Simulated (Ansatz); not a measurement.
An element in the sc structure gives these cold pressures by all-electron LAPW under PBE (Ansatz 0.2.0, scalar-relativistic, no spin polarisation).

```csv
V (Å³/atom),P (GPa)
61.86,-0.01
54.44,1.15
48.25,2.66
42.06,5.08
35.88,8.73
30.93,14.55
26.60,25.6
```

**Question.** Which element is it?

**Answer.** Ba. Its zero-pressure volume in this structure is near 61.9 Å³/atom; the volume and the steepness of P(V) together point to it, though neighbours can come close. Other candidates weren't computed, and some may come near.
